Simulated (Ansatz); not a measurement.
TiO₂: strain energy, fitted

TiO₂, P4_2/mnm, a = 4.640 Å, c = 3.006 Å. The compound has several low-lying forms, and this is one of them. Ansatz: PBE+U, PAW, 420 eV, Γ-centred 6×6×10 mesh on 6 atoms, Gaussian smearing 0.02 eV; U_eff Ti 4.00 eV; no spin polarisation. Series: uniaxial strain along c, with a, b and atoms relaxed; x is the strain in per cent. y is the free energy over the unstrained cell, V0 = 10.788 Å³/atom.

```tsv
x (%)	y (meV/atom)
-4.5	?
-3.0	11.71
-1.5	2.83
0.0	0.00
1.5	2.63
3.0	10.09
4.5	21.89
```

Task: Fit y = c2 x² + c3 x³ to the other rows, turn c2 into a modulus, and predict the missing energy.

Result: Least squares on the rows shown. y = 1.2125 x² − 0.029340 x³. In eV per unit strain² c2 is 12.12; this is Young's modulus along the axis (E = ½ Y V0 ε²): 2 × 12.12 × 160.2 / (10.788) = 360 GPa. At x = -4.5 the fit asked for gives 27.23 meV/atom. The run gave 27.33 meV/atom, so the fit is 0.10 meV/atom too low, a small miss on the scale of the series.